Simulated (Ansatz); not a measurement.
Method: PBEsol, scalar-relativistic; no spin polarisation; PAW, 420 eV, 12×12×12 k-mesh, Gaussian smearing of 0.05 eV; code Ansatz; PAW files: Ansatz's generated set soft_2.

A compound BX has these computed properties.

```json
{"Space group": "F-43m (No. 216)", "Conventional cell": "a = 4.520 Å, b = 4.520 Å, c = 4.520 Å, α = 90.00°, β = 90.00°, γ = 90.00°", "Volume": "11.54 Å³/atom", "Band gap": "1.11 eV", "Smallest direct gap": "3.38 eV", "Formation energy from the elements (0 K, uncorrected)": "-0.44 eV/atom", "Bulk modulus (Birch–Murnaghan)": "169 GPa", "Pressure derivative B0′": "3.8", "Shear modulus (Hill)": "163 GPa", "Young's modulus": "371 GPa", "Poisson's ratio": "0.14", "Elastically stable": "yes"}
```

Sites: B on 4a, X on 4c.

Task: Which element is X?
A. Cl
B. S
C. P
D. Al

Result: C. X is P, so the compound is BP.

The chain of runs began from a cell as deposited in COD, expanded in volume.

Kohn–Sham gaps of semilocal functionals lie under measured ones, often by a third or more.
